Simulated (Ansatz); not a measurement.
A series in volume scale on BAs

Periodic Kohn-Sham DFT of a crystal at fixed atoms, scaled to volume_scale times the given cell; pressure positive in compression, energy less spherical unpolarised free atoms, largest_vzz the field gradient of largest size among the nuclei. The results are calculated, by Ansatz 0.2.0.

The cell before it is scaled or strained (space group F-43m, No. 216):
```
CELL_PARAMETERS angstrom
0.00000 2.38850 2.38850
2.38850 0.00000 2.38850
2.38850 2.38850 0.00000
ATOMIC_POSITIONS crystal
B 0.00000 0.00000 0.00000
As 0.75000 0.75000 0.75000
```

Settings of every row: method frozen-core PAW; functional PBE; relativity scalar; k mesh 13x13x13; filling fermi-dirac; smearing width 0.05 eV; wave cutoff 420 eV; paw set soft_2.

Atom start moment: 0 on all atoms.

```csv
row,volume scale,V (Å³/atom),pressure (GPa)
1,0.96,13.081,9.094
2,0.98,13.354,5.773
3,1,13.626,?
4,1.02,13.899,0.055
5,1.04,14.171,-2.4
```

Question: what pressure should row 3 give?

Worked fit of pressure. Take u = (V_r/V)^(2/3) − 1 with V_r = 13.627 Å³ an atom, which is twice the finite (Eulerian) strain; such expansions in the strain, on which the Birch-Murnaghan equation of state is built, carry the rest volume and the bulk modulus. The shown rows have u = 0.02764, 0.01358, -0.01309, -0.02576. Least squares give pressure = 2.7671 + 214.225 × u + 530.3 × u² GPa; a straight line predicts inner rows, each left out in turn, worse (root mean square 0.22 against 0.0029 GPa). The rows lie off it by 0.001, -0.001, 0.001, -0.001. The pressure vanishes at u = -0.0134, or V = 13.9 Å³ an atom, and there the bulk modulus at fixed shape and fractions is B = −V dP/dV = (2/3)(1 + u) dP/du = 132 GPa. The withheld row has u = 5e-05, so the fit gives 2.7671 + 214.225 × (5e-05) + 530.3 × (5e-05)² = 2.778 GPa.

The calculation gave 2.77 GPa. The fit lies 0.008 GPa (0.07 % of the column's range) above it; its largest miss of a shown row is 0.001 GPa.
